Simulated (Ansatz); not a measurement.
## Notes on PbSe

```
Se Pb
1.0
    11.93840    0.00000    0.00000
     0.00000    4.32341    0.00000
     0.00000    0.00000    4.60201
Se Pb
4 4
Direct
  0.11800 0.25000 0.10300
  0.38200 0.75000 0.60300
  0.61800 0.25000 0.39700
  0.88200 0.75000 0.89700
  0.85500 0.25000 0.47900
  0.64500 0.75000 0.97900
  0.35500 0.25000 0.02100
  0.14500 0.75000 0.52100
```

The numbers come from plane-wave PAW DFT (Ansatz): PBEsol, no spin polarisation, 420 eV, 3×6×6 Γ-centred k points, fermi-dirac occupations (width 0.1 eV). Nothing was relaxed.

- Electronic structure: The gap is 0.45 eV, indirect (the least direct gap found is 0.85 eV).
- Charges: Bader charges in e: Pb +0.77, Se -0.77. In the mean Pb gives up most and Se takes most.
- Formation energy: -0.42 eV an atom against the elements' usual phases (free molecules for gases, crystals otherwise, with no correction for O₂ or N₂), so it is bound against them; other compounds may still compete. Relaxing would lower it.
- Forces: The largest is on Pb5 (and as large on other atoms): 0.34 eV/Å, components (0.22, 0.00, -0.25). It makes 124° with the line to a nearest neighbour, Se3 at 2.85 Å.

Origin: a known structure type with other elements, at an estimated volume, so it need not be a known compound. Caveats: no spin-orbit coupling, which can shift this gap by tenths of an eV.
